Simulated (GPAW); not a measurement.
Write an ASE script for GPAW 26.7.0 that does the following.

| Quantity | Value |
| --- | --- |
| Task | single point |
| Functional | PBE |
| Potentials or basis | GPAW PAW data sets (gpaw-data 1.2.1) |
| Cutoff | 500 eV |
| Basis | pw |
| k mesh | 6 × 6 × 6 |
| Occupations | fermi-dirac, width 0.01 eV |
| Spin | no spin polarisation |
| Maxiter | 150 |

KBr:

```
Br K
1.0
     0.00000    3.30000    3.30000
     3.30000    0.00000    3.30000
     3.30000    3.30000    0.00000
Br K
1 1
Direct
  0.50000 0.50000 0.50000
  0.00000 0.00000 0.00000
```

One way to write it, as run:

run.py

```python
from ase.dft.bandgap import bandgap
from ase.io import write
from ase.spacegroup import crystal
from ase.units import GPa
from gpaw import GPAW, PW

# Br 4b
# K 4a
atoms = crystal(['Br', 'K'],
                basis=[[0.5, 0.0, 0.0],
                       [0.0, 0.0, 0.0]],
                spacegroup=225, setting=1,  # Fm-3m
                cellpar=[6.6, 6.6, 6.6, 90.0, 90.0, 90.0],
                primitive_cell=True)

calc = GPAW(mode=PW(500),
            xc='PBE',
            kpts={'size': (6, 6, 6), 'gamma': True},
            occupations={'name': 'fermi-dirac', 'width': 0.01},
            nbands=16,
            convergence={'density': 1e-05, 'energy': 1e-05},
            maxiter=150,
            txt='gpaw.txt')
atoms.calc = calc
energy = atoms.get_potential_energy()
forces = atoms.get_forces()
stress = atoms.get_stress()
calc.write('gs.gpw')
write('result.traj', atoms)
print(f'Energy: {energy:.6f} eV')
print('Forces (eV/A):')
print(forces.round(4))
print('Stress (GPa):', (stress / GPa).round(3))
print('Fermi level:', round(calc.get_fermi_level(), 4), 'eV')
print(f'Gap: {bandgap(calc)[0]:.4f} eV, direct: {bandgap(calc, direct=True)[0]:.4f} eV')
```

Potentials or basis: GPAW PAW data sets (gpaw-data 1.2.1), pw.

Run with:

```console
$ OMP_NUM_THREADS=1 python run.py
```

It gave:

```yaml
Pressure: 0.6 GPa
Band_gap_on_the_k_mesh: 4.44 eV, direct
```

Caveat: the cutoff is short for stress and forces, so pressures can be off by a GPa or more.

Wall time 9 s on 1 thread of Arm Neoverse V1, with other jobs on the host, peak memory 0.15 GiB.
